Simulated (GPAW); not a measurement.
**LiH (honeycomb monolayer): G0W0 on several meshes in GPAW**

How does the mesh move the gap of LiH (honeycomb monolayer)?

Method: LDA and many-body steps on it, plane waves, in GPAW 26.7.0.

## Step 1: Starting point

The cell holds 2 atoms: 1 Li and 1 H. Cell: a = 3.058 Å, b = 3.058 Å, c = 11.400 Å, α = 90.0°, β = 90.0°, γ = 120.0°. Vacuum lies along c.

Coordinates:

```
Li H
1.0
     3.05800    0.00000    0.00000
    -1.52900    2.64830    0.00000
     0.00000    0.00000   11.40000
Li H
1 1
Cartesian
  0.0000 1.7655 5.7042
  1.5290 0.8828 5.6958
```

The structure was relaxed with LDA. The runs that relaxed it are not among those shown.

## Step 2: Empty states on the mesh, 12×12×1 mesh, 219 bands

This step: GPAW 26.7.0; DFT, LDA, plane waves, PAW.

The sums over transitions need many empty states on a uniform mesh; this step solves for them.

File run.py:

```python
import json
import numpy as np
from gpaw.mpi import world
from gpaw import GPAW

calc = GPAW('gs.gpw').fixed_density(kpts={'size': (12, 12, 1), 'gamma': True},
    nbands=255,
    convergence={'bands': 219},
    txt='nscf.txt')
calc.write('full.gpw', mode='all')
res = {}
kpts = calc.get_ibz_k_points()
res['kpts'] = kpts
res['eigenvalues'] = [calc.get_eigenvalues(kpt=k) for k in range(len(kpts))]
res['n_electrons'] = calc.get_number_of_electrons()

if world.rank == 0:
    with open('result.json', 'w') as f:
        json.dump(res, f, default=lambda x: x.tolist())
```

Command:

```bash
> mpirun -n 4 gpaw python run.py
```

Numbers of over 12 decimals in the logs are rounded to 6 here.

Output:

```text
Diagonalizing LCAO Hamiltonian
Converting LCAO to pw mode
convergence criteria:
- Maximum integral of absolute [eigenst]ate change: 4e-08 eV^2 / valence electron
maximum number of iterations: 100

SCF iterations
|iter     |     time |      energy | eigst |  dens |
|iter:   1|  |             | +5.71 |       |
|iter:   2|  |             | +4.53 |       |
|iter:   3|  |             | +3.40 |       |
[...]
|iter:  17|  |             | -7.03 |       |
|iter:  18|  |             | -7.33 |       |
|iter:  19|  |             | -7.62c|       |
SCF steps: 19
  __  _  _
 | _ |_)|_||  |
 |__||  | ||/\| - 26.7.0

Input parameters:
  mode=PW(ecut=600.0),
  convergence={'bands': 219},
  gpts=array([18, 18, 70]),
  kpts=MonkhorstPack(size=(12, 12, 1), gamma=True),
  maxiter=100,
  nbands=255,
  occupations=Occupations(name='fermi-dirac', width=0.001, fixmagmom=False),
  parallel={},
  xc=XC(name='LDA')
# Writing to full.gpw (mode='all')
  [... matrices ...]

timing:  # [seconds]
  Total: 0.090  # ━━━━━━━━━━━━━━━━━━━━━━━━━━━━━━━━━━━━━━━━━━━━━━━━━━━━━━━━━━━
```

Run time: 2.9 min. Hardware: 4 MPI ranks of Arm Neoverse V1, shared host; peak memory 1.1 GiB; 12 min of CPU time.

Numbers from this step:

```yaml
gap: 3.288 eV
k_of_the_valence_top: 0.3333, 0.3333, 0
k_of_the_conduction_bottom: 0, 0, 0
least_direct_gap: 5.267 eV
k_points_computed: 19
lowest_point_of_the_top_converged_band_above_the_valence_top: 98.6772 eV
```

On this mesh the gap is 3.288 eV.

## Step 3: 12×12×1

Now the one-shot GW correction: screening in the RPA, then the self-energy of the levels asked for.

This step: G0W0 on LDA, plane waves, PAW.

File run.py:

```python
import json
import numpy as np
from gpaw.mpi import world
from gpaw.response.g0w0 import G0W0

gw = G0W0('full.gpw',
    filename='gw',
    kpts=[0, 9],
    bands=(0, 3),
    ecut=60,
    nbands=97,
    truncation='2D',
    integrate_gamma='sphere',
    q0_correction=True,
    frequencies={'type': 'nonlinear', 'domega0': 0.15, 'omega2': 15.0},
    eta=0.1,
    nblocksmax=True)
gw.calculate()
res = {mode: {k: v for k, v in r.items() if k != 'sigma_eskwn'}
       for mode, r in gw.all_results.items()}

if world.rank == 0:
    with open('result.json', 'w') as f:
        json.dump(res, f, default=lambda x: x.tolist())
```

Command:

```bash
> mpirun -n 4 gpaw python run.py
```

Output:

```text
Using integrator: PointIntegrator
NonLinearFrequencyDescriptor(from 0.000 to 68.588 eV, 159 points)
Nonperiodic BCs:  [False False  True]
Using integrator: PointIntegrator
NonLinearFrequencyDescriptor(from 0.000 to 68.588 eV, 159 points)
Nonperiodic BCs:  [False False  True]
Applying analytical 2D correction to W:
    Evaluating Gamma point contribution to W on a 13x13x1 grid
  ___  _ _ _
 |   || | | |
 | | || | | |
 |__ ||_____|
 |___|

BZ k-points: Symmetries present (total): 6

  [... matrices ...]
144 k-points: 12 x 12 x 1 Monkhorst-Pack grid + [1/24,1/24,0.000000]
19 k-points in the irreducible part of the Brillouin zone
       k-points in crystal coordinates                weights
   0:    -0.00000000   -0.00000000    0.00000000          1/144
   1:     0.08333333   -0.00000000    0.00000000          6/144
   2:     0.16666667   -0.08333333    0.00000000          6/144
   3:     0.16666667   -0.00000000    0.00000000          6/144
   4:     0.25000000   -0.08333333    0.00000000         12/144
   5:     0.25000000   -0.00000000    0.00000000          6/144
   6:     0.33333333   -0.16666667    0.00000000          6/144
   7:     0.33333333   -0.08333333    0.00000000         12/144
   8:     0.33333333   -0.00000000    0.00000000          6/144
   9:     0.33333333    0.33333333    0.00000000          2/144
          ...
  18:     0.50000000    0.50000000    0.00000000          3/144

Distributing spins, k-points and bands (1 x 2 x 3) over 1 process
Number of blocks: 4

Quasi particle states:
k-points (IBZ indices): [0, 9]
Band range: (0, 3)
  [... matrices ...]
Computational parameters:
Plane wave cut-off: 60 eV
Number of bands: 97
Coulomb cutoff: 2D
Broadening: 0.1 eV

fxc modes: GW
Kernel: RPA
Using full-frequency real axis integration
Summing all q:

Calculating screened Coulomb potential
2D Coulomb truncation
NonLinearFrequencyDescriptor(from 0.000 to 68.588 eV, 159 points)
Removing empty qpoint cache files...

Calculating chi0 body with:
    Ground state adapter containing:
    Number of spins: 1
    Number of kpoints: 144
    Number of irreducible kpoints: 19
    Number of completely occupied states: 1
    Number of partially occupied states: 1
    Occupied states memory: 0.346069 M / cpu

    Linear response parametrization:
    q_c: [-2.0816681711721685e-17, -2.0816681711721685e-17, 0.0]
    Number of frequency points: 159
    Planewave cutoff: 60.0
    Number of bands: 97
    Number of planewaves: 81
    Broadening (eta): 0.1
    comm.size: 4
    kncomm.size: 1
    blockcomm.size: 4

    Memory estimate of potentially large arrays:
        chi0_wGG: 3.979488 M / cpu
Integrating chi0 body.

Symmetries of q_c:
    Direct symmetries (Uq -> q): 6
    Indirect symmetries (TUq -> q): 6
In total 12 allowed symmetries.

  [... matrices ...]
19 groups of equivalent kpoints. 86.805556% reduction.

Integral kind: spectral function
Integrating chi0 head and wings.

Symmetries of q_c:
    Direct symmetries (Uq -> q): 6
    Indirect symmetries (TUq -> q): 6
In total 12 allowed symmetries.

  [... matrices ...]
19 groups of equivalent kpoints. 86.805556% reduction.

Integral kind: spectral function wings

Calculating chi0 body with:
    Ground state adapter containing:
    Number of spins: 1
    Number of kpoints: 144
    Number of irreducible kpoints: 19
    Number of completely occupied states: 1
    Number of partially occupied states: 1
[... the further q-points ...]

Results:
f:      Occupation numbers
eps:     KS-eigenvalues [eV]
vxc:     KS vxc [eV]
exx:     Exact exchange [eV]
sigma:   Self-energies [eV]
dsigma:  Self-energy derivatives
Z:       Renormalization factors
qp:      QP-energies [eV]

k-point 0 (0): (-0.000, -0.000, 0.000)                GW
band       f     eps     vxc     exx   sigma  dsigma       Z      qp
                                                                   GW
   0   1.000  -6.681  -9.407 -14.256   1.375  -0.304   0.767  -9.345
   1   0.000  -1.414  -4.191  -1.118  -1.358  -0.124   0.890   0.113
   2   0.000   0.349  -1.545  -0.425  -0.578  -0.063   0.941   0.858

k-point 1 (9): (0.333, 0.333, 0.000)                GW
band       f     eps     vxc     exx   sigma  dsigma       Z      qp
                                                                   GW
   0   1.000  -4.702 -10.473 -14.427   0.976  -0.233   0.811  -7.116
   1   0.000   0.760  -6.892  -2.664  -1.912  -0.164   0.859   2.750
   2   0.000   4.450  -6.440  -2.405  -2.044  -0.193   0.838   6.119
```

It took 1.8 min on 4 MPI ranks; peak memory 1.3 GiB.

This step gave:

- G0W0 gap on the points computed: 7.228 eV
- least direct G0W0 gap on the computed points: 9.457 eV
- Z at the valence top: 0.8107
- Z at the conduction bottom: 0.8900
- starting gap on the mesh: 3.288 eV
- k of the valence top: 0.3333, 0.3333, 0
- k of the conduction bottom: 0, 0, 0

The gap on the mesh goes from 3.29 eV to 7.23 eV, a correction of +3.94 eV.

## Step 4: Empty states on the mesh, 9×9×1 mesh, 107 bands

This step: DFT, LDA, plane waves, PAW.

File run.py:

```python
import json
import numpy as np
from gpaw.mpi import world
from gpaw import GPAW

calc = GPAW('gs.gpw').fixed_density(kpts={'size': (9, 9, 1), 'gamma': True},
    nbands=124,
    convergence={'bands': 107},
    txt='nscf.txt')
calc.write('full.gpw', mode='all')
res = {}
kpts = calc.get_ibz_k_points()
res['kpts'] = kpts
res['eigenvalues'] = [calc.get_eigenvalues(kpt=k) for k in range(len(kpts))]
res['n_electrons'] = calc.get_number_of_electrons()

if world.rank == 0:
    with open('result.json', 'w') as f:
        json.dump(res, f, default=lambda x: x.tolist())
```

Command:

```bash
> mpirun -n 4 gpaw python run.py
```

Output:

```text
Diagonalizing LCAO Hamiltonian
Converting LCAO to pw mode
convergence criteria:
- Maximum integral of absolute [eigenst]ate change: 4e-08 eV^2 / valence electron
maximum number of iterations: 100

SCF iterations
|iter     |     time |      energy | eigst |  dens |
|iter:   1|  |             | +5.33 |       |
|iter:   2|  |             | +4.10 |       |
|iter:   3|  |             | +2.99 |       |
[...]
|iter:  16|  |             | -6.96 |       |
|iter:  17|  |             | -7.34 |       |
|iter:  18|  |             | -7.55c|       |
SCF steps: 18
  __  _  _
 | _ |_)|_||  |
 |__||  | ||/\| - 26.7.0

Input parameters:
  mode=PW(ecut=600.0),
  convergence={'bands': 107},
  gpts=array([18, 18, 70]),
  kpts=MonkhorstPack(size=(9, 9, 1), gamma=True),
  maxiter=100,
  nbands=124,
  occupations=Occupations(name='fermi-dirac', width=0.001, fixmagmom=False),
  parallel={},
  xc=XC(name='LDA')
# Writing to full.gpw (mode='all')
  [... matrices ...]

timing:  # [seconds]
  Total: 0.049  # ━━━━━━━━━━━━━━━━━━━━━━━━━━━━━━━━━━━━━━━━━━━━━━━━━━━━━━━━━━━
```

Elapsed: 39 s, on 4 MPI ranks; peak memory 0.81 GiB; 2.6 min of CPU time.

This step gave:

- gap: 3.288 eV
- k of the valence top: 0.3333, 0.3333, 0
- k of the conduction bottom: 0, 0, 0
- least direct gap: 5.267 eV
- k points computed: 12
- lowest point of the top converged band, above the valence top: 62.9096 eV

On this mesh the gap is 3.288 eV.

## Step 5: 9×9×1

This step: G0W0 on LDA, plane waves, PAW.

File run.py:

```python
import json
import numpy as np
from gpaw.mpi import world
from gpaw.response.g0w0 import G0W0

gw = G0W0('full.gpw',
    filename='gw',
    kpts=[0, 6],
    bands=(0, 3),
    ecut=60,
    nbands=97,
    truncation='2D',
    integrate_gamma='sphere',
    q0_correction=True,
    frequencies={'type': 'nonlinear', 'domega0': 0.15, 'omega2': 15.0},
    eta=0.1,
    nblocksmax=True)
gw.calculate()
res = {mode: {k: v for k, v in r.items() if k != 'sigma_eskwn'}
       for mode, r in gw.all_results.items()}

if world.rank == 0:
    with open('result.json', 'w') as f:
        json.dump(res, f, default=lambda x: x.tolist())
```

Command:

```bash
> mpirun -n 4 gpaw python run.py
```

Output:

```text
Using integrator: PointIntegrator
NonLinearFrequencyDescriptor(from 0.000 to 68.588 eV, 159 points)
Nonperiodic BCs:  [False False  True]
Using integrator: PointIntegrator
NonLinearFrequencyDescriptor(from 0.000 to 68.588 eV, 159 points)
Nonperiodic BCs:  [False False  True]
Applying analytical 2D correction to W:
    Evaluating Gamma point contribution to W on a 17x17x1 grid
  ___  _ _ _
 |   || | | |
 | | || | | |
 |__ ||_____|
 |___|

BZ k-points: Symmetries present (total): 6

  [... matrices ...]
81 k-points: 9 x 9 x 1 Monkhorst-Pack grid
12 k-points in the irreducible part of the Brillouin zone
       k-points in crystal coordinates                weights
   0:     0.00000000    0.00000000    0.00000000          1/81
   1:     0.11111111    0.00000000    0.00000000          6/81
   2:     0.22222222   -0.11111111    0.00000000          6/81
[...]
9:     0.44444444    0.00000000    0.00000000          6/81
          ...
  11:     0.44444444    0.44444444    0.00000000          6/81

Distributing spins, k-points and bands (1 x 2 x 3) over 1 process
Number of blocks: 4

Quasi particle states:
k-points (IBZ indices): [0, 6]
Band range: (0, 3)
  [... matrices ...]
Computational parameters:
Plane wave cut-off: 60 eV
Number of bands: 97
Coulomb cutoff: 2D
Broadening: 0.1 eV

fxc modes: GW
Kernel: RPA
Using full-frequency real axis integration
Summing all q:

Calculating screened Coulomb potential
2D Coulomb truncation
NonLinearFrequencyDescriptor(from 0.000 to 68.588 eV, 159 points)
Removing empty qpoint cache files...

Calculating chi0 body with:
    Ground state adapter containing:
    Number of spins: 1
    Number of kpoints: 81
    Number of irreducible kpoints: 12
    Number of completely occupied states: 1
[...]
q_c: [0.0, 0.0, 0.0]
    Number of frequency points: 159
    Planewave cutoff: 60.0
    Number of bands: 97
    Number of planewaves: 81
    Broadening (eta): 0.1
    comm.size: 4
    kncomm.size: 1
    blockcomm.size: 4

    Memory estimate of potentially large arrays:
        chi0_wGG: 3.979488 M / cpu
Integrating chi0 body.

Symmetries of q_c:
    Direct symmetries (Uq -> q): 6
    Indirect symmetries (TUq -> q): 6
In total 12 allowed symmetries.

  [... matrices ...]
12 groups of equivalent kpoints. 85.185185% reduction.

Integral kind: spectral function
Integrating chi0 head and wings.

Symmetries of q_c:
    Direct symmetries (Uq -> q): 6
    Indirect symmetries (TUq -> q): 6
In total 12 allowed symmetries.

  [... matrices ...]
12 groups of equivalent kpoints. 85.185185% reduction.

Integral kind: spectral function wings

Calculating chi0 body with:
    Ground state adapter containing:
    Number of spins: 1
    Number of kpoints: 81
    Number of irreducible kpoints: 12
    Number of completely occupied states: 1
    Number of partially occupied states: 1
    Occupied states memory: 0.346069 M / cpu
[... the further q-points ...]

Results:
f:      Occupation numbers
eps:     KS-eigenvalues [eV]
vxc:     KS vxc [eV]
exx:     Exact exchange [eV]
sigma:   Self-energies [eV]
dsigma:  Self-energy derivatives
Z:       Renormalization factors
qp:      QP-energies [eV]

k-point 0 (0): (0.000, 0.000, 0.000)                GW
band       f     eps     vxc     exx   sigma  dsigma       Z      qp
                                                                   GW
   0   1.000  -6.681  -9.407 -14.256   1.358  -0.281   0.780  -9.405
   1   0.000  -1.414  -4.191  -1.118  -1.354  -0.117   0.895   0.125
   2   0.000   0.349  -1.545  -0.425  -0.592  -0.068   0.936   0.843

k-point 1 (6): (0.333, 0.333, 0.000)                GW
band       f     eps     vxc     exx   sigma  dsigma       Z      qp
                                                                   GW
   0   1.000  -4.702 -10.473 -14.427   0.961  -0.227   0.815  -7.141
   1   0.000   0.760  -6.892  -2.664  -1.901  -0.164   0.859   2.759
   2   0.000   4.450  -6.440  -2.405  -2.038  -0.189   0.841   6.129
```

It took 42 s on 4 MPI ranks; peak memory 0.89 GiB; 2.8 min of CPU time.

This step gave:

- G0W0 gap on the points computed: 7.266 eV
- least direct G0W0 gap on the computed points: 9.530 eV
- Z at the valence top: 0.8150
- Z at the conduction bottom: 0.8951
- starting gap on the mesh: 3.288 eV
- k of the valence top: 0.3333, 0.3333, 0
- k of the conduction bottom: 0, 0, 0

Against G0W0 in GPAW (12×12×1 mesh, 97 bands, screening to 60 eV, full frequency, Hilbert transform), the gap moves by +0.038 eV.

## Step 6: The runs together

Times are wall times on 4 MPI ranks of Arm Neoverse V1, shared host, good to a factor of about two.

| run | mesh | bands | screening cutoff (eV) | DFT gap (eV) | gap on the mesh (eV) | direct (eV) | time |
| --- | --- | --- | --- | --- | --- | --- | --- |
| 12×12×1 | 12×12×1 | 97 | 60 | 3.288 | 7.228 | 9.457 | 1.8 min |
| 9×9×1 | 9×9×1 | 97 | 60 | 3.288 | 7.266 | 9.530 | 42 s |

## Step 7: What came out

```
12×12×1      : 7.228 eV
9×9×1        : 7.266 eV
known limits : not at the basis limit
```

9×9×1: +0.038 eV against 12×12×1. Bands and cutoff are finite, so the gap is not at the basis limit. The miss can reach some tenths of an eV and take either sign; the mesh is an error of its own. These stock PAW sets were not made for GW. In the G0W0 runs levels were corrected at 2 k points alone, so a gap called «on the mesh» is the least over those, and an edge elsewhere would be missed.

[Paths, hosts, dates, memory and timing lines, banners, echoed tables and standing remarks are left out of the program output.]

[Logs are printed without paths, hosts, clocks, repeated set-up lines and the standing remarks that a program may print on its own settings, such as how far it seeks lower states.]

[Runs of the session that timed out or met a known fault of the program may be left out.]

[Hosts, paths, dates, database ids (printed as entryN), source tags and the programs' standing remarks are cut or masked in the printed files.]
